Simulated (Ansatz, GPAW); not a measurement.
# MgI₂ with GLLB-SC from a Python script

These are simulated results from GPAW 26.7.0, not measurements. The cell was built from a prototype and was relaxed with r2SCAN+rVV10 in plane waves (Ansatz 0.2.0). Not every such cell is a known phase. All runs are without spin polarisation.

Space group R-3m (No. 166), trigonal; conventional cell a = 4.157 Å, c = 20.677 Å, 34.39 Å³ an atom. Mg has 6 I at 2.92 Å; I has 3 Mg at 2.92 Å.

GLLB-SC is a model potential. Its fundamental gap is the Kohn-Sham gap plus a derivative discontinuity, which the script evaluates at the band edges among the listed k points. Its total energy isn't variational and serves nothing here.

The script, run.py:

```python
import json
from ase import Atoms
from gpaw import GPAW, PW, FermiDirac

atoms = Atoms(['Mg', 'I', 'I'],
              cell=[[2.07867796, 1.20012528, 6.89234602], [-2.07867796, 1.20012528, 6.89234602], [0.0, -2.40025056, 6.89234602]],
              scaled_positions=[[0.0, 0.0, 0.0], [0.252688264, 0.252688264, 0.252688264], [0.747311736, 0.747311736, 0.747311736]],
              pbc=True)
calc = GPAW(mode=PW(400), xc='GLLBSC', kpts={'size': (6, 6, 6), 'gamma': True},
            occupations=FermiDirac(0.02), maxiter=100, legacy_gpaw=True, txt='gpaw.txt')
atoms.calc = calc
res = {'energy': atoms.get_potential_energy(force_consistent=True)}
res['electrons'] = calc.get_number_of_electrons()
res['k'] = calc.get_ibz_k_points().tolist()
res['levels'] = [calc.get_eigenvalues(kpt=i).tolist() for i in range(len(res['k']))]
points = [[0.0, 0.0, 0.0], [0.5, 0.5, 0.5], [0.81312, 0.18688, 0.5], [0.5, -0.18688, 0.18688], [0.5, 0.0, 0.0], [0.34344, -0.34344, 0.0], [0.65656, 0.0, 0.34344], [0.5, 0.0, 0.5], [0.0, 0.5, 0.5]]
bands = calc.fixed_density(kpts=points, symmetry='off', nbands=round(res['electrons']) // 2 + 6, convergence={'bands': -2}, txt='bands.txt')
res['points'] = [bands.get_eigenvalues(kpt=i).tolist() for i in range(len(points))]
homo, lumo = bands.get_homo_lumo()
potential = calc.hamiltonian.xc.response.calculate_discontinuity_potential(homo, lumo)
res['discontinuity'] = bands.hamiltonian.xc.response.calculate_discontinuity(potential)
json.dump(res, open('results.json', 'w'))
print('free energy (eV):', round(res['energy'], 5))
```

Command: `python run.py`. It took 3.1 min on 1 thread of Arm Neoverse N1, with other jobs on the host, peak memory 0.27 GiB.

The log gpaw.txt, trimmed of paths, versions and times, then the last line on the terminal. An iter line gives the energy in eV and the logarithms of the changes of orbitals (plane waves alone) and density (c: converged):

```
___ ___ ___ _ _ _
 |   |   |_  | | | |

 | | | | | . | | | |

 |__ |  _|___|_____|  26.7.0
 |___|_|

Input parameters:
  kpts: {gamma: True,
         size: (6, 6, 6)}
  maxiter: 100
  mode: {ecut: 400.0,
         name: pw}
  occupations: {fixmagmom: False,
                name: fermi-dirac,
                width: 0.02}
  xc: GLLBSC

System changes: positions, numbers, cell, pbc, initial_charges, initial_magmoms

Initialize ...

species:
  Mg:
    name:    Magnesium
    Z:       12.0
    valence: 10
    core:    2
    charge:  0.0  # [|e|]
    compensation charges:
      type: gauss
      rc: 0.33  # [Å]
      lmax: 2
    cutoffs:
      filter: 1.86  # [Å]
      core: 0.54  # [Å]
    projectors
    | kind |    occ | energy [eV] | rcut [Å] |

    |------|--------|-------------|----------|

    |   2s |  2.000 |     -81.998 |    1.090 |

    |   3s |  2.000 |      -6.877 |    1.090 |

    |   2p |  6.000 |     -48.239 |    1.085 |

    |   3p |  0.000 |      -3.605 |    1.085 |

    |    d |        |       0.000 |    1.037 |

    Using partial waves for Mg as LCAO basis

  I:
    name:    Iodine
    Z:       53.0
    valence: 7
    core:    46
    charge:  0.0  # [|e|]
    compensation charges:
      type: gauss
      rc: 0.37  # [Å]
      lmax: 2
    cutoffs:
      filter: 2.06  # [Å]
      core: 2.96  # [Å]
    projectors
    | kind |    occ | energy [eV] | rcut [Å] |

    |------|--------|-------------|----------|

    |   5s |  2.000 |     -20.049 |    1.164 |

    |   5p |  5.000 |     -10.166 |    1.164 |

    |    s |        |       7.162 |    1.164 |

    |    p |        |      17.045 |    1.164 |

    |    d |        |       0.000 |    1.164 |

    Using partial waves for I as LCAO basis

Reference energy: -392356.811284  # eV

Spin-paired calculation

Convergence criteria:
 Maximum [total energy] change in last 3 cyles: 0.0005 eV / valence electron
 Maximum integral of absolute [dens]ity change: 0.0001 electrons / valence electron
 Maximum integral of absolute [eigenst]ate change: 4e-08 eV^2 / valence electron
 Maximum number of scf [iter]ations: 100
 (Square brackets indicate name in SCF output, whereas a 'c' in
 the SCF output indicates the quantity has converged.)

Symmetries present (total): 12

  ( 1  0  0)  ( 1  0  0)  ( 0  1  0)  ( 0  1  0)  ( 0  0  1)  ( 0  0  1)
  ( 0  1  0)  ( 0  0  1)  ( 1  0  0)  ( 0  0  1)  ( 1  0  0)  ( 0  1  0)
  ( 0  0  1)  ( 0  1  0)  ( 0  0  1)  ( 1  0  0)  ( 0  1  0)  ( 1  0  0)

  ( 0  0 -1)  ( 0  0 -1)  ( 0 -1  0)  ( 0 -1  0)  (-1  0  0)  (-1  0  0)
  ( 0 -1  0)  (-1  0  0)  ( 0  0 -1)  (-1  0  0)  ( 0  0 -1)  ( 0 -1  0)
  (-1  0  0)  ( 0 -1  0)  (-1  0  0)  ( 0  0 -1)  ( 0 -1  0)  ( 0  0 -1)

216 k-points: 6 x 6 x 6 Monkhorst-Pack grid + [1/12,1/12,1/12]
32 k-points in the irreducible part of the Brillouin zone
       k-points in crystal coordinates                weights
   0:     0.00000000    0.00000000    0.00000000          1/216
   1:     0.16666667    0.00000000   -0.16666667          6/216
   2:     0.16666667    0.00000000    0.00000000          6/216
   3:     0.16666667    0.16666667   -0.16666667          6/216
   4:     0.16666667    0.16666667    0.00000000          6/216
   5:     0.16666667    0.16666667    0.16666667          2/216
   6:     0.33333333   -0.16666667   -0.16666667          6/216
   7:     0.33333333    0.00000000   -0.33333333          6/216
   8:     0.33333333    0.00000000   -0.16666667         12/216
   9:     0.33333333    0.00000000    0.00000000          6/216
          ...
  31:     0.50000000    0.50000000    0.50000000          1/216

Wave functions: Plane wave expansion
  Cutoff energy: 400.000 eV
  Number of coefficients (min, max): 1862, 1889
  Pulay-stress correction: 0.000000 eV/Ang^3 (de/decut=0.000000)
  Using FFTW library
  ScaLapack parameters: grid=1x1, blocksize=None
  Wavefunction extrapolation:
    Improved wavefunction reuse through dual PAW basis

Occupation numbers: Fermi-Dirac:
  width: 0.0200  # eV

Eigensolver
   Davidson(niter=2)

Densities:
  Coarse grid: 35*35*35 grid
  Fine grid: 70*70*70 grid
  Total Charge: 0.000000

Density mixing:
  Method: separate
  Backend: msr1
  Linear mixing parameter: 0.05
  old densities: 10
  Width of damping distribution: 1.1
  Damping of long wavelength oscillations: 20

Hamiltonian:
  XC and Coulomb potentials evaluated on a 70*70*70 grid
  Using the GLLBSC Exchange-Correlation functional
  External potential:
    NoExternalPotential

XC parameters: GLLBSC functional being used consists of
  -----------------------------------------------------------------------
  | Weight | Module     | Description                                   |

  -----------------------------------------------------------------------
  |  1.000 | SCREENING  | GGA_X_PBE_SOL with 2 nearest neighbor stencil |

  |  1.000 | RESPONSE   | eps=0.0500 eV                                 |

  |  1.000 | XC         | GGA_C_PBE_SOL with 2 nearest neighbor stencil |

  -----------------------------------------------------------------------

Memory estimate:
  Process memory now: 124.63 MiB
  Calculator: 50.12 MiB
    Density: 17.53 MiB
      Arrays: 8.50 MiB
      Localized functions: 2.49 MiB
      Mixer: 6.54 MiB
    Hamiltonian: 5.62 MiB
      Arrays: 5.56 MiB
      XC: 0.00 MiB
      Poisson: 0.00 MiB
      vbar: 0.06 MiB
    Wavefunctions: 26.97 MiB
      Arrays psit_nG: 14.76 MiB
      Eigensolver: 0.64 MiB
      Projections: 0.30 MiB
      Projectors: 8.70 MiB
      PW-descriptor: 2.56 MiB

Total number of cores used: 1

Number of atoms: 3
Number of atomic orbitals: 16
Number of bands in calculation: 16
Number of valence electrons: 24
Bands to converge: occupied

... initialized

Initializing position-dependent things.

Density initialized from atomic densities
Creating initial wave functions:
  16 bands from LCAO basis set
Positions:
   0 Mg     0.000000    0.000000    0.000000    ( 0.0000,  0.0000,  0.0000)
   1 I     -0.000000    0.000000    5.224845    ( 0.0000,  0.0000,  0.0000)
   2 I      0.000000   -0.000000   15.452193    ( 0.0000,  0.0000,  0.0000)

Unit cell:
           periodic     x           y           z      points  spacing
  1. axis:    yes    2.078678    1.200125    6.892346    35     0.1013
  2. axis:    yes   -2.078678    1.200125    6.892346    35     0.1013
  3. axis:    yes    0.000000   -2.400251    6.892346    35     0.1013

  Lengths:   7.298331   7.298331   7.298331
  Angles:   33.095643  33.095643  33.095643

Effective grid spacing dv^(1/3) = 0.1340

iter:   1    -9.044970
iter:   2    -9.900232   -0.84  -1.43
iter:   3    -9.764336   -1.69  -1.35
iter:   4    -9.445163   -2.05  -1.20
iter:   5    -9.142665   -1.77  -1.33
iter:   6    -8.916837   -2.27  -1.55
iter:   7    -8.770133   -2.63  -1.67
iter:   8    -8.739775   -3.74  -1.60
iter:   9    -8.717841   -3.38  -1.50
iter:  10    -8.715540   -4.36  -1.61
iter:  11    -8.711103c  -3.42  -1.65
iter:  12    -8.720586c  -3.53  -1.91
iter:  13    -8.732755   -3.87  -2.35
iter:  14    -8.731461   -4.97  -3.40
iter:  15    -8.730055c  -5.78  -3.82
iter:  16    -8.729349c  -6.40  -4.07c
iter:  17    -8.729352c  -7.01  -4.54c
iter:  18    -8.729487c  -7.64c -4.83c

Converged after 18 iterations.

Energy contributions relative to reference atoms: (reference = -392356.811284)

Kinetic:        +82.799194
Potential:      -78.229650
External:        +0.000000
XC:             -14.386588
Entropy (-ST):   -0.000000
Local:           +1.087556
SIC:             +0.000000
--------------------------
Free energy:     -8.729487
Extrapolated:    -8.729487

GLLBSC response reference energy: 1.00628 eV (from HOMO)

Showing only first 2 kpts
 Kpt  Band  Eigenvalues  Occupancy
  0    10      0.97069    2.00000
  0    11      1.00637    2.00000
  0    12      5.42678    0.00000
  0    13      6.09065    0.00000

  1    10      0.18502    2.00000
  1    11      0.87140    2.00000
  1    12      6.46204    0.00000
  1    13      7.48579    0.00000

Fermi level: 3.92090

Gap: 3.874 eV
Transition (v -> c):
  (s=0, k=0, n=11, [0.00, 0.00, 0.00]) -> (s=0, k=28, n=12, [0.50, 0.50, 0.00])
Direct/indirect transitions are different
Direct gap: 4.286 eV
Transition at: (s=0, k=28, n=11, [0.50, 0.50, 0.00])

free energy (eV): -8.72949
```

The gap in the log is over the mesh alone; results.json adds the listed points. GLLB-SC gives a gap of 5.68 eV (3.874 eV Kohn-Sham over the listed points plus 1.803 eV discontinuity). On the same cell, plane-wave PBE (Ansatz, 8×8×8 k points and the special points) gives a gap of 3.27 eV and r2SCAN a gap of 3.85 eV; on shared hosts these took about 19 and 53 core-seconds on the 3-atom cell, against 190 for the script. Spin-orbit coupling, left out in all these runs, can cut or reorder the gap by tenths of an eV, up to about 1 eV with Pb or Bi.

Spin-orbit coupling is left out, which matters wherever the heavy atoms make up the band edges.
